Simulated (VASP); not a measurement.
Here is a VASP 6.6.1 calculation.

Contents of INCAR:

```
ALGO = Normal
EDIFF = 1E-7
EDIFFG = -0.01
ENCUT = 600
GGA = CA
IBRION = 2
ISIF = 4
ISMEAR = 1
LASPH = True
LCHARG = False
LREAL = False
LWAVE = False
NELM = 80
NSW = 40
PREC = Accurate
SIGMA = 0.1
```

File KPOINTS:

```
k-points
0
Gamma
  15 15 9
```

POSCAR

```
Ru                                      
1.0
    2.6565878857      0.0000000000      0.0000000000
   -1.3282939429      2.3006725964     -0.0000000000
   -0.0000000000      0.0000000000      4.2066659169
  Ru            
     2
Direct
     0.3333333332999970    0.6666666667000030    0.2500000000000000
     0.6666666667000030    0.3333333332999970    0.7500000000000000
```

Potentials or basis: VASP PAW LDA potentials, release 64 (Ru_pv).

Command:

```bash
$ cat potpaw_LDA.64/Ru_pv/POTCAR > POTCAR
$ mpirun -np 1 vasp_std > vasp.out
```

**Question.** Estimate the energy gained by relaxing.

**Answer.** 0.0 meV/atom.

**Question.** What does it give for the band gap on the k mesh?

**Answer.** None (metal or under the smearing width).

Final structure:
```xyz
2
Lattice="2.6559 0.0000 0.0000 -1.3279 2.3000 0.0000 0.0000 0.0000 4.2090" Properties=species:S:1:pos:R:3 pbc="T T T"
Ru    0.0000    1.5334    1.0523
Ru    1.3279    0.7667    3.1568
```
